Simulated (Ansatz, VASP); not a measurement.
## One calculation of Mo, two programs

Contents of INCAR:

```
PREC = Accurate
ENCUT = 600
EDIFF = 1E-6
ISMEAR = 0
SIGMA = 0.1
LREAL = F
LASPH = T
NELM = 100
ALGO = Normal
ISIF = 3
LWAVE = F
LCHARG = F
GGA = PE
IBRION = 2
NSW = 100
EDIFFG = -0.01
```

KPOINTS

```
regular mesh
0
Gamma
  12 12 12
```

File POSCAR:

```
Mo
1.0
    0.0000000000      2.8432946083      2.8432946083
    2.8432946083      0.0000000000      2.8432946083
    2.8432946083      2.8432946083      0.0000000000
Mo
2
Direct
    0.0000000000      0.0000000000      0.0000000000
    0.2500000000      0.2500000000      0.2500000000
```

Input for Ansatz:

```yaml
crystal:
  lattice:
    - [0.0, 2.8432946083, 2.8432946083]
    - [2.8432946083, 0.0, 2.8432946083]
    - [2.8432946083, 2.8432946083, 0.0]
  atoms:
    - { symbol: Mo, position: [0.0, 0.0, 0.0] }
    - { symbol: Mo, position: [0.25, 0.25, 0.25] }
basis:
  ecutwfc: 420
kpoints:
  mp_grid: { grid: [12, 12, 12] }
hamiltonian:
  xc: pbe
scf:
  occupations: { method: gaussian, width: 0.1 }
output:
  forces: true
  stress: true
  eigenvalues: true
relax:
  adjacent_minimum: "off"
  f_tol: 0.01
  max_steps: 80
  cell: { stress_tol: 0.05 }
```

Alike in both runs: task relaxation of cell and atoms; functional PBE; k mesh 12 × 12 × 12; occupations gaussian, width 0.1 eV; no spin polarisation.

```csv
,VASP,Ansatz
version,VASP 6.6.1,Ansatz 0.2.0
potentials or method,"VASP PAW PBE potentials, release 64 (Mo_sv)","scalar-relativistic, plane waves, PAW"
plane-wave cutoff (eV),600,420
valence electrons in the cell,28,28
```

|  | VASP | Ansatz | Ansatz less VASP |
| --- | --- | --- | --- |
| gap on the k mesh at the Fermi level, each at its own relaxed structure (eV) | none | none | - |
| relaxed volume (Å³/atom) | 23.05 | 22.99 | -0.062 |
| relaxed cell length with the largest relative difference (Å) | 4.025 | 4.021 | -0.0036 |

A gap of «none» marks a metal or a gap that the smearing closes.
